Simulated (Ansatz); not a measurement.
GaN in the rocksalt structure, relaxed with r2SCAN, was run in the plane-wave code Ansatz under altered settings. All numbers are computed, without spin polarisation but where a row says otherwise.

```yaml
crystal:
  lattice:
    - [0.00000, 2.10852, 2.10852]
    - [2.10852, 0.00000, 2.10852]
    - [2.10852, 2.10852, 0.00000]
  atoms:
    - { symbol: Ga, position: [0.00000, 0.00000, 0.00000] }
    - { symbol: N, position: [0.50000, 0.50000, 0.50000] }
```

The base run's other keys:
```yaml
kpoints:
  mp_grid: { grid: [6, 6, 6] }
hamiltonian:
  xc: hse06
scf:
  occupations: { method: fixed }
  n_extra_bands: 4
```

It takes 13 iterations with 339 plane waves at 420 eV and 16 k points, and leaves a mean stress of -1.50 GPa. The gap over this mesh is 1.898 eV. It ran on 4 threads of Arm Neoverse N1, with other jobs on the host.

Outcomes, with energy and stress as changes against the base:
```tsv
setting	outcome	ΔF (meV/atom)	Δ mean stress (GPa)	gap on the mesh (eV)	iterations	wall time
PBE hybrid, exx coeff 0.5, omega 0.5 1/Å	converged	–	-4.5	2.155	16	9.5 s
PBE hybrid, exx coeff 0.4, unscreened	converged	–	-5.6	3.873	16	9.1 s
PBE hybrid, exx coeff 1.5, omega 0.5 1/Å	refused	–	–	–	–	0.02 s
PBE hybrid, exx coeff 0.5, unscreened	converged	–	-9.0	4.753	18	9.3 s
magnetization.initial_magnetization: 0.5	refused	–	–	–	–	0.82 s
basis.ecutrho_ratio: 1	converged, warned	-1120	+64.4	2.082	13	6.9 s
```
A dash marks a value that wasn't obtained or can't be compared. Stress is positive in compression. The base took 8.4 s.

- PBE hybrid, exx coeff 0.5, omega 0.5 1/Å. That is 50 % exact exchange, screened with ω = 0.5 1/Å, against HSE06's 25 % screened at 0.208 1/Å. The mean stress moves by -4.5 GPa and the gap on the mesh by +0.257 eV (to 2.155). Totals of different functionals aren't comparable.
- PBE hybrid, exx coeff 0.4, unscreened. That is 40 % exact exchange, at all ranges, against HSE06's 25 % screened at 0.208 1/Å. The mean stress moves by -5.6 GPa and the gap on the mesh by +1.975 eV (to 3.873). Totals of different functionals aren't comparable.
- PBE hybrid, exx coeff 1.5, omega 0.5 1/Å. The program doesn't start. Error: invalid value for `hamiltonian.xc.exx.coeff`: must be finite and in (0, 1]; got 1.5
- PBE hybrid, exx coeff 0.5, unscreened. That is 50 % exact exchange, at all ranges, against HSE06's 25 % screened at 0.208 1/Å. The mean stress moves by -9.0 GPa and the gap on the mesh by +2.855 eV (to 4.753). Totals of different functionals aren't comparable.
- magnetization.initial_magnetization: 0.5. The input is refused before any iteration. Error: inconsistent input (scf.occupations.method, magnetization): a σ = 0 step fill (method: fixed, or a smearing width below the step floor) with no hard lock on the total moment puts the same N_el/2 bands in each spin channel, which gives a total moment of zero, but the starting moments sum to +0.5000 μB […]
- basis.ecutrho_ratio: 1. The free energy moves by -1120 meV an atom, the mean stress by +64.4 GPa and the gap on the mesh by +0.184 eV (to 2.082). A density grid this coarse aliases the density, so the change is an error. Warned: cutoff below recommended.

The program warns that its thresholds are loose for a hybrid's stress.

The meshes of the hybrids are coarse, so their gaps aren't converged to the digits shown.
